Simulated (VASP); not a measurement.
# InAs (F-43m) in VASP: notebook

One crystal, InAs, is run at these levels: PBEsol0, PBE; tasks: relaxation of cell and atoms, single point.

Program: VASP 6.6.1. These are calculated values, not measurements. Logs are shortened: lines on timing, memory, paths and dates and some standing lists are left out, and cuts for length are marked.

**Experimental background.**

A printed reference work, data compilation reports, for a bulk crystal of InAs at 4.2 K: band gap 0.418 eV (direct).

The runs below are set against these values where they give the same quantity.

**1. Starting point**

It takes space group F-43m (No. 216, cubic). Conventional cell: a = 6.036 Å, b = 6.036 Å, c = 6.036 Å, α = 90.00°, β = 90.00°, γ = 90.00°. Around In (site symmetry -43m) lie 4 As at 2.61 Å. As (site symmetry -43m) is surrounded by 4 In at 2.61 Å.

**2. Relaxation of cell and atoms, PBEsol0**

Contents of POSCAR:

```
InAs
1.0
    0.0000000000      3.0180000000      3.0180000000
    3.0180000000      0.0000000000      3.0180000000
    3.0180000000      3.0180000000      0.0000000000
In As
1 1
Direct
    0.0000000000      0.0000000000      0.0000000000
    0.7500000000      0.7500000000      0.7500000000
```

Contents of INCAR.step1:

```
  PREC = Accurate
  ENCUT = 600
  EDIFF = 1E-5
  ISMEAR = -1
  SIGMA = 0.05
  LREAL = F
  LASPH = T
  NELM = 80
  ALGO = Normal
  LWAVE = T
  LCHARG = F
  GGA = PE
```

Contents of INCAR.step2:

```
  PREC = Accurate
  ENCUT = 600
  EDIFF = 1E-7
  ISMEAR = -1
  SIGMA = 0.05
  LREAL = F
  LASPH = T
  NELM = 80
  ALGO = Normal
  ISIF = 3
  LWAVE = F
  LCHARG = F
  GGA = PS
  LHFCALC = T
  AEXX = 0.25
  PRECFOCK = Fast
  IBRION = 2
  NSW = 40
  EDIFFG = -0.01
  ISTART = 1
```

Contents of KPOINTS:

```
regular mesh
0
Gamma
  4 4 4
```

Potentials or basis: VASP PAW PBE potentials, release 64 (In_d, As).

Started as:

```bash
cat potpaw_PBE.64/In_d/POTCAR potpaw_PBE.64/As/POTCAR > POTCAR
cp INCAR.step1 INCAR
mpirun -np 1 vasp_std > vasp.out
cp INCAR.step2 INCAR
mpirun -np 1 vasp_std > vasp.out
```

OUTCAR:

```text
PREC = Accurate
   ENCUT = 600
   EDIFF = 1E-7
   ISMEAR = -1
   LREAL = F
   LASPH = T
   NELM = 80
   ISIF = 3
   GGA = PS
   LHFCALC = T
   AEXX = 0.25
   PRECFOCK = Fast
   IBRION = 2
   NSW = 40
   EDIFFG = -0.01
   ISTART = 1

 ion  position               nearest neighbor table
   1  0.000  0.000  0.000-   2 2.61   2 2.61   2 2.61   2 2.61
   2  0.750  0.750  0.750-   1 2.61   1 2.61   1 2.61   1 2.61

  LATTYP: Found a face centered cubic cell.
 ALAT       =     6.0360000000

  Lattice vectors:

 A1 = (   0.0000000000,   3.0180000000,   3.0180000000)
 A2 = (   3.0180000000,   0.0000000000,   3.0180000000)
 A3 = (   3.0180000000,   3.0180000000,   0.0000000000)

Analysis of symmetry for initial positions (statically):
=====================================================================
 Subroutine PRICEL returns:
 Original cell was already a primitive cell.

 Routine SETGRP: Setting up the symmetry group for a
 face centered cubic supercell.

 Subroutine GETGRP returns: Found 24 space group operations
 (whereof 24 operations were pure point group operations)
 out of a pool of 48 trial point group operations.

The static configuration has the point symmetry T_d .

Analysis of symmetry for dynamics (positions and initial velocities):
=====================================================================
 Subroutine PRICEL returns:
 Original cell was already a primitive cell.

 Routine SETGRP: Setting up the symmetry group for a
 face centered cubic supercell.

 Subroutine GETGRP returns: Found 24 space group operations
 (whereof 24 operations were pure point group operations)
 out of a pool of 48 trial point group operations.

The dynamic configuration has the point symmetry T_d .

 Subroutine INISYM returns: Found 24 space group operations
 (whereof 24 operations are pure point group operations),
 and found     1 'primitive' translations

----------------------------------------------------------------------------------------

                                     Primitive cell

  volume of cell :      54.9778

  direct lattice vectors                    reciprocal lattice vectors
     0.000000000  3.018000000  3.018000000    -0.165672631  0.165672631  0.165672631
     3.018000000  0.000000000  3.018000000     0.165672631 -0.165672631  0.165672631
     3.018000000  3.018000000  0.000000000     0.165672631  0.165672631 -0.165672631

  length of vectors
     4.268096531  4.268096531  4.268096531     0.286953414  0.286953414  0.286953414

  position of ions in fractional coordinates (direct lattice)
     0.000000000  0.000000000  0.000000000
     0.750000000  0.750000000  0.750000000

  ion indices of the primitive-cell ions
   primitive index   ion index
                 1           1
                 2           2

----------------------------------------------------------------------------------------

 KPOINTS: regular mesh

Automatic generation of k-mesh.
 Grid dimensions read from file:
 generate k-points for:    4    4    4

 Generating k-lattice:

  Cartesian coordinates                     Fractional coordinates (reciprocal lattice)
    -0.041418158  0.041418158  0.041418158     0.250000000  0.000000000  0.000000000
[... 54 lines left out ...]
   NUPDOWN=      -1.0000    fix difference up-down
   EMIN   =  10.00;   EMAX   =-10.00  energy-range for DOS
   EFERMI =   0.00;   METHOD = LEGACY
   ISMEAR =    -1;   SIGMA  =   0.05  broadening in eV -4-tet -1-fermi 0-gaus
   EFERMI_NEDOS =   21; number of points for ismear=-14 and -15
   IALGO  =     38    algorithm
   IMIX   =      1    mixing-type and parameters
     AMIX     =   0.40;   BMIX     =  1.00
     AMIX_MAG =   1.60;   BMIX_MAG =  1.00
  volume/ion in A,a.u.               =      27.49       185.50
  Fermi-wavevector in a.u.,A,eV,Ry     =   1.128331  2.132236 17.321990  1.273130
  Thomas-Fermi vector in A             =   2.265020
   LORBIT       =      0    0 simple, 1 ext, 2 COOP (PROOUT), +10 PAW based schemes
   GGA     = PS    functional components
   LHFCALC =     T    Hartree Fock is set to
   PRECFOCK=fast      Normal, Fast or Accurate (Low or Medium for compatibility)
   ENCUT4O =  -1.0   cutoff for four orbital integrals eV
   NKREDX  =     1    reduce k-point grid by
   NKREDY  =     1    reduce k-point grid by
   NKREDZ  =     1    reduce k-point grid by
   AEXX    =    0.2500 exact exchange contribution
   HFSCREEN=    0.0000 screening length (either q_TF or 0.3 A-1)
   HFSCREENC=   0.0000 screening length for correlation (either q_TF or 0.3 A-1)
   ENCUTFOCK=  -1.0 apply spherical cutoff to Coloumb kernel
   IVDW    =     0    specifies the selected vdW correction
   LEPSILON=     F    determine dielectric tensor
   LRPA    =     F    only Hartree local field effects (RPA)
 conjugate gradient relaxation of ions
 non-spin polarized calculation
  energy-cutoff  :      600.00
  volume of cell :       54.98
 maximum number of plane-waves:      1856
 NGX is ok and might be reduce to    36
  NGX = 20; NGY = 20; NGZ = 20

--------------------------------------- Ionic step        1  -------------------------------------------

 number of electron      18.0000003 magnetization

 Free energy of the ion-electron system (eV)
  ---------------------------------------------------
  ext. energy  EPLUGINS =         0.00000000
  ---------------------------------------------------
  free energy    TOTEN  =       -10.58220793 eV

  energy without entropy =      -10.58220751  energy(sigma->0) =      -10.58220772

------------------------ aborting loop because EDIFF is reached ----------------------------------------

  FORCE on cell =-STRESS in cart. coord.  units (eV):
  Direction    XX          YY          ZZ          XY          YZ          ZX
  --------------------------------------------------------------------------------------
  -------------------------------------------------------------------------------------
  Total        0.0221695      0.0221695      0.0221695      0.0000000      0.0000000      0.0000000
  in kB        0.6460682      0.6460682      0.6460682      0.0000000      0.0000000      0.0000000
  external PRESSURE =       0.6460682 kB  Pullay stress =       0.0000000 kB

 VOLUME and BASIS-vectors are now :
 -----------------------------------------------------------------------------
  energy-cutoff  :      600.00
  volume of cell :       54.98
      direct lattice vectors                 reciprocal lattice vectors
     0.000000000  3.018000000  3.018000000    -0.165672631  0.165672631  0.165672631
     3.018000000  0.000000000  3.018000000     0.165672631 -0.165672631  0.165672631
     3.018000000  3.018000000  0.000000000     0.165672631  0.165672631 -0.165672631

 POSITION                                       TOTAL-FORCE (eV/Angst)
 -----------------------------------------------------------------------------------
      0.00000      0.00000      0.00000        -0.000000     -0.000000     -0.000000
      4.52700      4.52700      4.52700         0.000000      0.000000      0.000000
 -----------------------------------------------------------------------------------
    total drift:                               -0.000012     -0.000015     -0.000008

  FREE ENERGIE OF THE ION-ELECTRON SYSTEM (eV)
  ---------------------------------------------------
  free  energy   TOTEN  =       -10.5822079350 eV

  energy  without entropy=      -10.5822075141  energy(sigma->0) =      -10.58220772

--------------------------------------- Ionic step        2  -------------------------------------------

 number of electron      18.0000003 magnetization

 Free energy of the ion-electron system (eV)
  ---------------------------------------------------
  ext. energy  EPLUGINS =         0.00000000
  ---------------------------------------------------
  free energy    TOTEN  =       -10.58223405 eV

  energy without entropy =      -10.58223359  energy(sigma->0) =      -10.58223382

 E-fermi :   4.3061     XC(G=0):  -7.3471

 val. band max:        3.6822739410   @ k =   0.0000   0.0000   0.0000
 cond. band min:       4.8749065731   @ k =   0.0000   0.0000   0.0000
 fundamental gap:      1.1926326322
 Fermi energy:         4.3060586436

 k-point     1 :       0.0000    0.0000    0.0000
  band No.  band energies     occupation
      1     -12.4986      2.00000
      2     -12.4986      2.00000
      3     -12.4986      2.00000
      4     -12.3625      2.00000
      5     -12.3625      2.00000
      6      -9.4600      2.00000
      7       3.6823      1.99999
      8       3.6823      1.99999
      9       3.6823      1.99999
     10       4.8749      0.00002
     11       9.0331      0.00000
     12       9.0331      0.00000
     13       9.0331      0.00000
[... 98 lines left out ...]
  band No.  band energies     occupation
      1     -12.6505      2.00000
      2     -12.4467      2.00000
      3     -12.4215      2.00000
      4     -12.3792      2.00000
      5     -12.3548      2.00000
      6      -7.1454      2.00000
      7      -2.5869      2.00000
      8       0.4016      2.00000
      9       0.5129      2.00000
     10       9.3190      0.00000
     11       9.5632      0.00000
     12      10.2501      0.00000
     13      11.1648      0.00000

------------------------ aborting loop because EDIFF is reached ----------------------------------------

  FORCE on cell =-STRESS in cart. coord.  units (eV):
  Direction    XX          YY          ZZ          XY          YZ          ZX
  --------------------------------------------------------------------------------------
  -------------------------------------------------------------------------------------
  Total       -0.0007223     -0.0007223     -0.0007223     -0.0000000      0.0000000     -0.0000000
  in kB       -0.0210167     -0.0210167     -0.0210167     -0.0000000      0.0000000     -0.0000000
  external PRESSURE =      -0.0210167 kB  Pullay stress =       0.0000000 kB

 VOLUME and BASIS-vectors are now :
 -----------------------------------------------------------------------------
  energy-cutoff  :      600.00
  volume of cell :       55.07
      direct lattice vectors                 reciprocal lattice vectors
     0.000000000  3.019613897  3.019613897    -0.165584084  0.165584084  0.165584084
     3.019613897  0.000000000  3.019613897     0.165584084 -0.165584084  0.165584084
     3.019613897  3.019613897  0.000000000     0.165584084  0.165584084 -0.165584084

 POSITION                                       TOTAL-FORCE (eV/Angst)
 -----------------------------------------------------------------------------------
      3.01961      6.03923      3.01961         0.000000      0.000000      0.000000
      4.52942      4.52942      4.52942        -0.000000     -0.000000     -0.000000
 -----------------------------------------------------------------------------------
    total drift:                               -0.000000     -0.000002     -0.000002

  FREE ENERGIE OF THE ION-ELECTRON SYSTEM (eV)
  ---------------------------------------------------
  free  energy   TOTEN  =       -10.5822340543 eV

  energy  without entropy=      -10.5822335915  energy(sigma->0) =      -10.58223382

 reached required accuracy - stopping structural energy minimisation
```

Wall time 6.7 min (1 thread of Intel Xeon 6975P-C (Granite Rapids), shared host); peak memory 0.22 GiB.

What came out:

| Property | Result |
| --- | --- |
| Free energy | -10.5822 eV |
| Relaxed volume | 27.53 Å³/atom |
| Relaxed cell | a = 4.270 Å, b = 4.270 Å, c = 4.270 Å, α = 60.00°, β = 60.00°, γ = 60.00° |
| Space group after relaxing (to 0.05 Å) | F-43m (No. 216) |
| Energy gained by relaxing | 0.0 meV/atom |
| Ionic steps | 2 |
| Pressure after relaxing | 0.0 GPa |
| Band gap on the k mesh | 1.19 eV, direct |

Final structure:
```
CELL_PARAMETERS angstrom
0.00000 3.01961 3.01961
3.01961 0.00000 3.01961
3.01961 3.01961 0.00000
ATOMIC_POSITIONS crystal
In 0.00000 0.00000 0.00000
As 0.75000 0.75000 0.75000
```

Caveat: the k mesh is coarse (spacing up to 0.45 Å⁻¹), so the values aren't converged, least of all with exact exchange; the PAW data sets were made with another functional, which shifts forces and pressure a little; spin-orbit coupling is left out, which moves the levels of the heavy elements.

**3. Single point, PBE**

Contents of INCAR:

```
PREC = Accurate
ENCUT = 520
EDIFF = 1E-6
ISMEAR = 0
SIGMA = 0.011
LREAL = False
LASPH = True
NELM = 100
ALGO = Normal
ISIF = 2
LWAVE = False
LCHARG = False
GGA = PE
NBANDS = 16
```

Contents of KPOINTS:

```
Automatic mesh
0
Gamma
  8 8 8
```

POSCAR is that of step 2.

Potentials or basis: VASP PAW PBE potentials, release 64 (In_d, As).

Started as:

```bash
cat potpaw_PBE.64/In_d/POTCAR potpaw_PBE.64/As/POTCAR > POTCAR
mpirun -np 1 vasp_std > vasp.out
```

Wall time 16 s (1 thread of Intel Xeon Platinum 8488C (Sapphire Rapids), shared host); peak memory 0.17 GiB.

It converged, with:

```
Free energy            : -7.6612 eV
Pressure               : 4.4 GPa
Band gap on the k mesh : none (metal or under the smearing width)
```

Levels at points of the mesh, in eV from the Fermi level:
```tsv
k point	band 7	band 8	band 9	band 10	band 11	band 12
(0.00, 0.00, 0.00)	-0.17	0.00	0.00	0.00	3.91	3.91
(0.50, 0.00, 0.00)	-5.79	-1.00	-1.00	0.97	4.68	4.68
(0.50, 0.50, 0.00)	-5.86	-2.34	-2.34	1.53	2.06	9.22
```

Caveat: this crystal is a semiconductor, whose small gap the functional closes, so the metal is an error of the method.

**4. Against experiment**

Step 3. Against the measured gap of InAs, 0.418 eV (direct; 4.2 K; a printed reference work, data compilation), the calculated 0.00 eV is off by -0.42 eV. Spin-orbit coupling on As, In is left out. The value is that of PBE on a finite k mesh, which can miss the band edges, without temperature or zero-point motion. Semilocal functionals fall short of measured gaps as a rule.
